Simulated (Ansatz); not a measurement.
# Ta2NS2 MXene monolayer in a perpendicular field

Wanted: the out-of-plane response of the Ta2NS2 MXene monolayer. A positive field points along +c.

Main program and level: Ansatz 0.2.0; plane-wave DFT, PBE-D3(BJ), Ansatz PAW.

## 1. The structure

The cell holds 5 atoms: 2 S, 2 Ta and 1 N. Its edges and angles: a = 3.155 Å, b = 3.155 Å, c = 43.244 Å, α = 90.0°, β = 90.0°, γ = 120.0°. Vacuum lies along c.

## 2. Relaxing the slab

The starting cell is a guess, so the in-plane lattice and the atoms are relaxed first, with the slab cut off from its images along the normal.

File input.yaml:

```yaml
crystal:
  lattice:
    - [3.15458, 0.0, 0.0]
    - [-1.57729, 2.7319464183, 0.0]
    - [0.0, 0.0, 43.2441631042]
  atoms:
    - { symbol: S, position: [0.3333333333, 0.6666666667, 0.4289596253] }
    - { symbol: Ta, position: [0.6666666667, 0.3333333333, 0.471216619], spin: 1.0 }
    - { symbol: "N", position: [0.0, 0.0, 0.5] }
    - { symbol: Ta, position: [0.3333333333, 0.6666666667, 0.528783381], spin: 1.0 }
    - { symbol: S, position: [0.6666666667, 0.3333333333, 0.5710403747] }
  periodic: [true, true, false]
magnetization:
  spin_polarized: true
kpoints:
  mp_grid: { grid: [12, 12, 1] }
hamiltonian:
  xc: pbe
  dispersion: d3bj
scf:
  occupations: { method: fermi_dirac, width: 0.05 }
  convergence: { dr2_threshold: 1.0e-09 }
relax:
  f_tol: 0.004
  max_steps: 90
  cell: {}
output:
  write_potential: true
  write_density: true
  volumetric_format: npy
```

Started as:

```
> ansatz run input.yaml --threads 4 --pin off --max-ram 6144MiB --backend cpu --events-out ev --progress --plain --runs-dir out
```

Numbers of over 12 decimals in the logs are rounded to 6 here.

The program printed:

```text
Warning: relax.cell: scf.convergence.dr2_threshold = 1e-9 eV is looser than the 1.91839896452e-10 eV advised for a relaxation that steers and ends on the stress (1e-10 eV for each atom of the cell: 5, times the square of relax.cell.stress_2d_tol = 0.05 N/m over 16.1 Å (the atoms' height at the walk's start and 5 Å past either face), 3.097e-2 GPa, over a crystal's default 0.05). What an SCF threshold leaves in a stress goes as its square root, and in the free energy as the threshold itself, and one threshold admits the most on a small cell: [figures from the program's tests cut] Set scf.convergence.dr2_threshold to 1.91839896452e-10 eV or tighter. [rest of the remark cut]
Engine: ansatz 0.2.0, x86_64-unknown-linux-gnu
Pseudopotentials: kind: paw
Pseudopotential: S, paw, valence charge 6, recommended cutoff 420 eV (normal), S.paw.azcp
Pseudopotential: Ta, paw, valence charge 13, recommended cutoff 420 eV (normal), Ta.paw.azcp
Pseudopotential: N, paw, valence charge 5, recommended cutoff 420 eV (normal), N.paw.azcp
Functional definition: PBE
  parameter kappa = 0.804
  parameter beta = 0.066725
  exchange = pbe_x(kappa = kappa, mu = beta*pi^2/3)
  correlation = pbe_c(beta = beta)
Crystal: 5 atoms, lattice volume = 372.684 Å³
Basis set: ecut = 420 eV, 7189 PW (Γ), exchange–correlation on 48×48×600 points (8 copies of the dense FFT grid, shifted against one another)
Bands: 28, of which v1, the nominal top of the filled ones, is band 22 counted from 1 (21 counted from 0)
Symmetry: 12 space group operations
Space group: P-3m1 (ITA 164), of the structure as read, at distance tolerance 7.2e-5 Å
Magnetic group: BNS 164.85 (UNI 1315), of the structure as read, at distance tolerance 7.2e-5 Å
k-points: 19 of 144
Non-local potential: S, projectors of the file, l = 0: 2, l = 1: 2, l = 2: 2
Non-local potential: Ta, projectors of the file, l = 0: 3, l = 1: 2, l = 2: 2, l = 3: 1
Non-local potential: N, projectors of the file, l = 0: 2, l = 1: 2, l = 2: 1
PAW form: soft (Blöchl's): semilocal exchange-correlation on the pseudo side does not see the compensation charge
PAW one-centre angular grid: S, 110 points (default); XC on 64 Gauss nodes
PAW one-centre angular grid: Ta, 590 points (default); XC on 64 Gauss nodes
PAW one-centre angular grid: N, 110 points (default); XC on 64 Gauss nodes
Initial density: superposition of atomic densities (neutral atoms: chi_scale 0, normalization atom)
Starting moments: Σ|m| = 2 μB on 2 of 5 sites
Initial wavefunctions: pseudopotential atomic-orbital guess
Functional: x = pbe(κ = 0.804, μ = 0.219515), c = pbe(β = 0.066725)
SCF iter   1: F=—  HF=-22060.555206 eV  |F-HF|=—  |Δ(HF+E_count)|=         —  Δρ=2.25e-2 (↑2.25e-2 ↓1.92e-2)  dr2=7.93e0  dr2_m=1.26e-1  M=0.713 μB ∫|m|=0.878 μB  β_m=0.30  ethr=3.10e-3  ⟨swp⟩=13.8  Hψ=8367  notcnv=0
Mixer restart at iter 1: flushing history
preconditioner: auto → LDOS  [metal: Δε(μ)=0.067 eV  Ē_g=9.483 eV  σ=0.050 eV  W_gap=0.32  n_scr=26 (ndim 8)  ℏωp=10.0 eV  f_vac=0.766  D(μ)=2.53/eV (n_scr^D=14)]
spin=Collinear: LDOS preconditioning applied to the charge; magnetization (m = ρ↑ − ρ↓) channel mixes plain (no charge-response kernel on spin).
SCF iter   2: F=—  HF=-22059.380122 eV  |F-HF|=—  |Δ(HF+E_count)|=    1.18e0  Δρ=1.54e-2 (↑1.54e-2 ↓1.29e-2)  dr2=3.67e0  dr2_m=8.10e-2  M=0.554 μB ∫|m|=0.737 μB  β_m=0.58  ethr=3.10e-3  ⟨swp⟩=3.0  Hψ=2261  notcnv=0  defer=36
SCF iter   3: F=—  HF=-22058.650405 eV  |F-HF|=—  |Δ(HF+E_count)|=   7.30e-1  Δρ=2.55e-3 (↑2.53e-3 ↓2.55e-3)  dr2=5.43e-2  dr2_m=8.15e-3  M=0.229 μB ∫|m|=0.363 μB  β_m=0.61  ethr=3.10e-3  ⟨swp⟩=5.1  Hψ=2946  notcnv=0  defer=36
SCF iter   4: F=—  HF=-22058.696132 eV  |F-HF|=—  |Δ(HF+E_count)|=         —  Δρ=1.84e-3 (↑1.84e-3 ↓1.56e-3)  dr2=4.86e-3  dr2_m=7.86e-3  M=0.071 μB ∫|m|=0.148 μB  β_m=0.61  ethr=1.26e-4  ⟨swp⟩=4.3  Hψ=2810  notcnv=0  defer=24
SCF iter   5: F=—  HF=-22058.700114 eV  |F-HF|=—  |Δ(HF+E_count)|=   3.98e-3  Δρ=8.19e-4 (↑8.19e-4 ↓7.35e-4)  dr2=4.70e-4  dr2_m=1.92e-3  M=0.038 μB ∫|m|=0.084 μB  β_m=0.81  ethr=1.13e-5  ⟨swp⟩=3.5  Hψ=2451  notcnv=0  defer=24
SCF iter   6: F=—  HF=-22058.701619 eV  |F-HF|=—  |Δ(HF+E_count)|=   1.50e-3  Δρ=1.84e-4 (↑1.24e-4 ↓1.84e-4)  dr2=9.01e-5  dr2_m=7.00e-5  M=0.007 μB ∫|m|=0.020 μB  β_m=0.83  ethr=1.09e-6  ⟨swp⟩=3.6  Hψ=2581  notcnv=0  defer=24
SCF iter   7: F=—  HF=-22058.701686 eV  |F-HF|=—  |Δ(HF+E_count)|=   6.73e-5  Δρ=4.57e-5 (↑4.57e-5 ↓4.02e-5)  dr2=4.83e-6  dr2_m=5.23e-6  M=0.001 μB ∫|m|=0.006 μB  β_m=0.84  ethr=2.10e-7  ⟨swp⟩=3.3  Hψ=2415  notcnv=0  defer=24
SCF iter   8: F=—  HF=-22058.701699 eV  |F-HF|=—  |Δ(HF+E_count)|=   1.24e-5  Δρ=1.17e-5 (↑1.17e-5 ↓9.94e-6)  dr2=6.17e-7  dr2_m=2.59e-7  M=0.000 μB ∫|m|=0.001 μB  β_m=0.85  ethr=1.12e-8  ⟨swp⟩=3.8  Hψ=2781  notcnv=0  defer=24
SCF iter   9: F=—  HF=-22058.701700 eV  |F-HF|=—  |Δ(HF+E_count)|=   9.63e-7  Δρ=2.79e-6 (↑2.42e-6 ↓2.79e-6)  dr2=3.22e-8  dr2_m=1.85e-8  M=-0.000 μB ∫|m|=0.000 μB  β_m=0.90  ethr=1.43e-9  ⟨swp⟩=3.1  Hψ=2368  notcnv=0  defer=24
SCF iter  10: F=—  HF=-22058.701700 eV  |F-HF|=—  |Δ(HF+E_count)|=   1.99e-7  Δρ=5.97e-7 (↑5.97e-7 ↓4.52e-7)  dr2=9.79e-10  dr2_m=7.75e-10  M=-0.000 μB ∫|m|=0.000 μB  β_m=0.95  ethr=7.49e-11  ⟨swp⟩=3.6  Hψ=2630  notcnv=0  defer=24
SCF iter  11: F=—  HF=-22058.701700 eV  |F-HF|=—  |Δ(HF+E_count)|=   2.12e-8  Δρ=1.33e-7 (↑1.16e-7 ↓1.33e-7)  dr2=4.71e-11  dr2_m=4.07e-11  M=-0.000 μB ∫|m|=0.000 μB  β_m=0.96  ethr=2.28e-12  ⟨swp⟩=4.2  Hψ=2972  notcnv=0  defer=24
SCF iter  12: F=-22058.701700 eV  HF=-22058.701700 eV  |F-HF|=4.37e-11  |Δ(HF+E_count)|=  4.26e-10  Δρ=3.67e-8 (↑2.05e-8 ↓3.67e-8)  dr2=3.61e-12  dr2_m=2.04e-12  M=-0.000 μB ∫|m|=0.000 μB  ethr=1.00e-12  ⟨swp⟩=9.2  Hψ=8320  notcnv=0
WARN: the starting moments were not kept: the SCF closed with an absolute magnetisation of 2.3e-6 μB, where they sum to 2 μB in size (2 sites). That is at most 0.1 of that sum. Measured as dr2_m measures the in/out step, that magnetisation stands 5.2e-13 eV from none, at or under the dr2_threshold of 1.0e-9 eV: it is no larger than a step whose dr2_m would equal this threshold. The system may hold no moment; this SCF [...]
SCF 1 converged in 12 iterations: F = -22058.701700 eV  dr2 = 3.61e-12
  greatest PAW one-centre occupation: 0.999 electrons in one spin orbital (limit 2), on the Ta atom at site 3 (counted from 0), in its partial waves of l = 0
[...]
relax step   6: F+E_penalty+E_count = -22059.49414648 eV  Δ(F+E_penalty+E_count) = -2.356e-5 eV  max|allowed force component| = 6.272e-4 eV/Å  Δτ_max = 0.0010 Å  P = +0.005 N/m  Ω = 403.285 Å³  energy of the carried Pulay correction = -5.984e-3 eV  fix = [c, alpha, beta]  reactions: c +0.000 N/m  (7 SCF iters, accepted)
[...]
relax step   7: F+E_penalty+E_count = -22059.50374182 eV  Δ(F+E_penalty+E_count) = -9.595e-3 eV  max|allowed force component| = 8.668e-4 eV/Å  Δτ_max = 0.0000 Å  P = +0.169 N/m  Ω = 403.285 Å³  fix = [c, alpha, beta]  reactions: c +0.000 N/m  stress off target by 1.69e-1 N/m on what of the cell is left free  SCF on the basis re-selected at this cell (its energy is not comparable with the rows above)  (7 SCF iters)
[...]
relax step   8: F+E_penalty+E_count = -22059.50370690 eV  Δ(F+E_penalty+E_count) = +3.492e-5 eV  max|allowed force component| = 3.867e-3 eV/Å  Δτ_max = 0.0017 Å  P = -0.003 N/m  Ω = 403.807 Å³  energy of the carried Pulay correction = -9.542e-5 eV  fix = [c, alpha, beta]  reactions: c -0.000 N/m  (8 SCF iters, accepted)
iter 1 solved again at ethr=2.26e-7 eV; its pass at ethr=3.10e-3 eV (dr2=9.70e-5 eV) is discarded
SCF iter   1: F=—  HF=-22059.503542 eV  |F-HF|=—  |Δ(HF+E_count)|=         —  Δρ=1.02e-5 (↑1.02e-5 ↓1.02e-5)  dr2=3.82e-8  dr2_m=1.85e-12  M=-0.000 μB ∫|m|=0.000 μB  β_m=0.65  ethr=2.26e-7  ⟨swp⟩=7.1  Hψ=14696  notcnv=0
eigensolver tolerance schedule: the retry pair's looser diagonalisation over-reported the residual by 2540.47 of it (diagonalisation noise at 0.23 of the residual, at the tolerance the schedule requests for it); recorded, not acted on — ethr = c·dr2/N_el stays at c = 1.0e-1
preconditioner: auto → Resta (q_TF=auto, 1.878 Å⁻¹)  ε∞=2.1  [insulator: Δε(μ)=0.179 eV  Ē_g=9.003 eV  σ=0.050 eV  W_gap=0.61  n_scr=24 (ndim 8)  ℏωp=9.6 eV  f_vac=0.787  D(μ)=1.11/eV (n_scr^D=8)  ε∞_Penn≈2.1  vacuum switching on, ρ_ref=5.9e-3 e/Å³]
spin=Collinear: Resta preconditioning applied to the charge; magnetization (m = ρ↑ − ρ↓) channel mixes plain (no charge-response kernel on spin).
SCF iter   2: F=—  HF=-22059.503705 eV  |F-HF|=—  |Δ(HF+E_count)|=   1.64e-4  Δρ=3.59e-6 (↑3.59e-6 ↓3.59e-6)  dr2=7.24e-9  dr2_m=5.02e-13  M=-0.000 μB ∫|m|=0.000 μB  β_m=0.61  ethr=8.88e-11  ⟨swp⟩=5.7  Hψ=3964  notcnv=0
SCF iter   3: F=—  HF=-22059.503803 eV  |F-HF|=—  |Δ(HF+E_count)|=   9.75e-5  Δρ=8.29e-7 (↑8.25e-7 ↓8.29e-7)  dr2=1.10e-8  dr2_m=1.04e-13  M=-0.000 μB ∫|m|=0.000 μB  β_m=0.47  ethr=1.68e-11  ⟨swp⟩=4.9  Hψ=2608  notcnv=0
SCF iter   4: F=—  HF=-22059.503813 eV  |F-HF|=—  |Δ(HF+E_count)|=   9.99e-6  Δρ=1.41e-7 (↑1.41e-7 ↓1.41e-7)  dr2=1.96e-10  dr2_m=8.14e-14  M=-0.000 μB ∫|m|=0.000 μB  β_m=0.49  ethr=1.68e-11  ⟨swp⟩=3.1  Hψ=1673  notcnv=0
SCF iter   5: F=-22059.503814 eV  HF=-22059.503814 eV  |F-HF|=1.54e-7  |Δ(HF+E_count)|=   1.00e-6  Δρ=5.25e-8 (↑5.25e-8 ↓5.05e-8)  dr2=4.12e-11  dr2_m=1.73e-14  M=-0.000 μB ∫|m|=0.000 μB  ethr=1.00e-12  ⟨swp⟩=14.1  Hψ=9734  notcnv=0
the starting moments were not kept: the SCF closed with an absolute magnetisation of 2.2e-7 μB, where they sum to 2 μB in size (2 sites). That is at most 0.1 of that sum. Measured as dr2_m measures the in/out step, that magnetisation stands 4.6e-15 eV from none, at or under the dr2_threshold of 1.0e-9 eV: it is no larger than a step whose dr2_m would equal this threshold.
SCF 9 converged in 5 iterations: F = -22059.503814 eV  dr2 = 4.12e-11
relax step   9: F+E_penalty+E_count = -22059.50381378 eV  Δ(F+E_penalty+E_count) = -1.069e-4 eV  max|allowed force component| = 3.870e-3 eV/Å  Δτ_max = 0.0000 Å  P = -0.002 N/m  Ω = 403.807 Å³  fix = [c, alpha, beta]  reactions: c -0.000 N/m  stress off target by 1.95e-3 N/m on what of the cell is left free  SCF on the basis re-selected at this cell (its energy is not comparable with the rows above)  (5 SCF iters)
basis re-selected at this cell: Δ(F+E_penalty+E_count) = -1.069e-4 eV, ΔP = +0.001 N/m vs the last step (what re-selecting the basis moved, of the pressure what is left beyond the Pulay correction that the steps carried, after the strain that the cell walked since its last selection, with what the two solves' SCF thresholds leave and, on support functions, any second-order correction that the steps lacked; it is no m [...]
WARN: The output density's exchange-correlation potential varies sharply where the density is thin. Do not read a vacuum level from v_tot or v_xc, or from such a field of the output density. On a cell that repeats whose density bears no net charge and no dipole along the vacuum's axis use v_es (v_loc + v_h of the components); under efield.dipole_correction with no amplitude use v_es + v_field, which holds any externa [...]
SCF converged after 5 iterations
Magnetization: -0.0000 μB (21.5000 up, 21.5000 down)
Absolute magnetization: 0.0000 μB (∫|ρ↑−ρ↓|, with the PAW one-centre terms)
Spin contamination: 0.0000 ħ² per cell (⟨S²⟩ above its minimum at these occupations)
Per-site moments (μB) at R_I (Å): [(2.1449938435855828e-8, 1.020684), (-2.480476809057318e-8, 0.912191), (4.229040314744806e-8, 0.912191), (-2.480476804361136e-8, 0.912191), (2.1449938446109602e-8, 1.020684)]
Free energy (F): -22059.503814 eV
Harris-Foulkes:  -22059.503814 eV  (|F-HF|=1.54e-7)
Internal energy: -22059.494337 eV  (E = F + TS)
E sigma→0 (E₀):  -22059.499075 eV
Entropy (-TS):   -0.009477 eV (-1.895 meV/atom)
Fermi energy:    -5.047213 eV
--- Per-component energies (eV) ---
  E_band       = -1100.077814
  E_kinetic    = 1080.877068
  E_local      = -158976.616872  (includes V_loc(G=0)·N_el)
  E_nonlocal   = 131.470003
  E_hartree    = 78791.240397
  E_xc         = -693.685429
  E_vxc        = -662.678866  (∫ρ·V_xc dr)
  E_paw        = -18121.461752  (= ΣΔE_a)
  E_vpaw       = -255.611888  (= ΣTr[D̂ρ^β])
  E_aug_tail   = 0.000390  (compensation charges beyond the density's cutoff)
  E_ewald      = 75730.407314
  E_disp       = -1.725456  (pairwise vdW)
  E_smearing   = -0.009477  (= −TS)
  E_closure    = -0.000000  (closes the sum)
  Σ components = -22059.503814   (vs F -22059.503814, Δ=0.00e0)
--- Forces (eV/Å), atoms counted from 1 ---
  atom   1  S      0.00000000     0.00000000    -0.00291463
  atom   2  Ta    -0.00000000    -0.00000000     0.00387046
  atom   3  N      0.00000000    -0.00000000     0.00000000
  atom   4  Ta     0.00000000     0.00000000    -0.00387046
  atom   5  S     -0.00000000    -0.00000000     0.00291463
  max |Σ_I F_I| component: 1.50e-17 eV/Å
--- 2D stress c σ (N/m, compression-positive) ---
       -0.001951       0.000000      -0.000000
       -0.000000      -0.001951      -0.000000
       -0.000000      -0.000000      -0.000000
  P = ½ c Tr σ = -0.0020 N/m
--- Band table (eV; the first three rows and the last of 38) ---
  k-point 0 ↑: bands = [... 18 lower, -6.4456, -6.4456, -6.1849, -6.1849, -5.4313, -4.3934, -3.6326, -3.6326, ... 2 higher]
  k-point 1 ↑: bands = [... 18 lower, -7.1947, -6.9693, -6.2017, -5.6734, -5.1880, -4.0960, -3.6418, -3.5065, ... 2 higher]
  k-point 2 ↑: bands = [... 18 lower, -7.4647, -7.3068, -6.7699, -5.2409, -4.7980, -3.8590, -3.2466, -3.0298, ... 2 higher]
  k-point 18 ↓: bands = [... 18 lower, -8.9372, -8.9372, -5.2245, -5.2245, -4.5504, -2.5016, -2.5016, -2.1052, ... 2 higher]
  the weakly bound empty levels are not read free of the cell's end (no_gap_told)
--- Relaxed structure (7 steps of the walk, 7 accepted, 2 SCFs on fresh bases) ---
  F+E_penalty+E_count = -22059.50381378 eV   max|allowed force component| = 3.870e-3 eV/Å   (the final SCF, on the basis selected at the relaxed cell)
  cell:  # Å, volume = 403.8073 Å³
    - [3.283659, 0, 0]
    - [-1.641829, 2.843732, 0]
    - [0, 0, 43.2441631042]
  atoms:
    - { symbol: S, position: [0.333333, 0.666667, 0.436904] }
    - { symbol: Ta, position: [0.666667, 0.333333, 0.473674] }
    - { symbol: N, position: [0, 0, 0.5] }
    - { symbol: Ta, position: [0.333333, 0.666667, 0.526326] }
    - { symbol: S, position: [0.666667, 0.333333, 0.563096] }
```

Run time: 48 s. Hardware: 4 threads of Intel Xeon Platinum 8488C (Sapphire Rapids), shared host; peak memory 1.2 GiB.

The steps of the relaxation:

| step | energy less that of the first step (eV) | largest force component (eV/Å) | volume (Å³) |
| --- | --- | --- | --- |
| 1 | 0.0000 | 2.4017 | 372.68 |
| 2 | -0.5279 | 0.9206 | 376.64 |
| 3 | -0.7461 | 0.9793 | 406.68 |
| 4 | -0.7898 | 0.1718 | 401.34 |
| 5 | -0.7924 | 0.0129 | 403.34 |
| 6 | -0.7924 | 0.0006 | 403.28 |
| 7* | -0.8020 | 0.0009 | 403.28 |
| 8 | -0.8020 | 0.0039 | 403.81 |
| 9* | -0.8021 | 0.0039 | 403.81 |

Relaxation steps marked * repeat the geometry before them on a plane-wave basis chosen anew for their cell, so energy and pressure can jump there.

The run keeps the 12 symmetry operations that it works with, so distortions that break them were not tested.

| cell as run | before | after | change |
| --- | --- | --- | --- |
| a (Å) | 3.155 | 3.284 | +4.1 % |
| b (Å) | 3.155 | 3.284 | +4.1 % |

The atoms that moved most (Å, along periodic axes as changes of fractional coordinates times the final cell, across vacuum about the mean position):

```csv
atom,dx,dy,dz,length
S1,0.000,0.000,0.344,0.344
S5,0.000,0.000,-0.344,0.344
Ta2,0.000,0.000,0.106,0.106
Ta4,0.000,0.000,-0.106,0.106
```

The relaxed structure:

```cif
data_structure
_symmetry_space_group_name_H-M 'P 1'
_symmetry_Int_Tables_number 1
_cell_length_a 3.2837
_cell_length_b 3.2837
_cell_length_c 43.2442
_cell_angle_alpha 90.000
_cell_angle_beta 90.000
_cell_angle_gamma 120.000
_cell_volume 403.81
loop_
_atom_site_label
_atom_site_type_symbol
_atom_site_fract_x
_atom_site_fract_y
_atom_site_fract_z
_atom_site_occupancy
S1 S 0.33333 0.66667 0.43690 1
Ta2 Ta 0.66667 0.33333 0.47367 1
N3 N 0.00000 0.00000 0.50000 1
Ta4 Ta 0.33333 0.66667 0.52633 1
S5 S 0.66667 0.33333 0.56310 1
```

Numbers from this step:

| Item | Value |
| --- | --- |
| energy at zero smearing | -22059.4991 eV |

The lattice constant a goes from 3.155 to 3.284 Å.

(Continued in part 2 of 4.)

[Logs are printed without paths, hosts, clocks, repeated set-up lines and the standing remarks that a program may print on its own settings, such as how far it seeks lower states.]

[Hosts, paths, dates, database ids (printed as entryN), source tags and the programs' standing remarks are cut or masked in the printed files.]

[Maps of the electrostatic potential energy from Ansatz leave out the sawtooth potential of an applied field or a dipole correction, so their vacuum need not be flat; planar profiles and work functions include it.]
